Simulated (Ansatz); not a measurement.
# RbBr: the cost of one run

Program: Ansatz 0.2.0. PAW datasets, plane waves. Simulation only: spin-unpolarised, and no claim that this is the phase found in nature.

## 1. The cell

The unstrained cell was relaxed with r2SCAN; in each strained cell the atoms were relaxed again with r2SCAN. Names of k-points are those of the unstrained zone, where strain can split equivalent points. First state: +5.0 % equal strain in all directions.

The symmetry is P6_3/mmc (No. 194, hexagonal); a = 6.185 Å, c = 7.214 Å in the conventional setting, 59.74 Å³ an atom. Rb has 5 Br at 3.57–3.61 Å; Br has 5 Rb at 3.57–3.61 Å.

Structure file:

```
Rb Br
1.0
     6.18465    0.00000    0.00000
    -3.09232    5.35606    0.00000
     0.00000    0.00000    7.21385
Rb Br
2 2
Cartesian
  0.0000 3.5707 -0.4509
  3.0923 1.7854 3.1561
  0.0000 3.5707 3.1561
  3.0923 1.7854 6.7630
```

From earlier runs on the unstrained cell: PBE 4.06 eV, r2SCAN 4.65 eV, HSE06 5.17 eV; a = 5.890 Å, c = 6.870 Å.

## 2. +5.0 % equal strain in all directions: PBE

File input.yaml:

```yaml
crystal:
  lattice:
    - [6.1846460067, 0.0, 0.0]
    - [-3.0923230034, 5.3560605552, 0.0]
    - [0.0, 0.0, 7.2138491905]
  atoms:
    - { symbol: Rb, position: [0.3333333333, 0.6666666667, -0.0625] }
    - { symbol: Rb, position: [0.6666666667, 0.3333333333, 0.4375] }
    - { symbol: Br, position: [0.3333333333, 0.6666666667, 0.4375] }
    - { symbol: Br, position: [0.6666666667, 0.3333333333, 0.9375] }
kpoints:
  mp_grid: { grid: [6, 6, 4] }
  band_path:
    path:
      - [0.0, 0.0, 0.0]
      - [0.5, 0.0, 0.0]
      - [0.3333333333, 0.3333333333, 0.0]
      - [0.0, 0.0, 0.5]
      - [0.5, 0.0, 0.5]
      - [0.3333333333, 0.3333333333, 0.5]
    npoints: 1
hamiltonian:
  xc: pbe
scf:
  occupations: { method: fermi_dirac, width: 0.02 }
  n_extra_bands: 5
output:
  forces: true
  stress: true
  eigenvalues: true
  write_density: true
  write_potential: true
  elf: true
  volumetric_format: npy
```

On the command line:

```bash
$ ansatz run input.yaml --threads 4 --pin off --max-ram 4608MiB --backend cpu --events-out ev --progress --plain --runs-dir out
```

What time and memory should one allow on 4 threads of AMD EPYC 7R43 (Zen 3), shared host?

About 2.8 s, with a peak of 0.59 GiB.
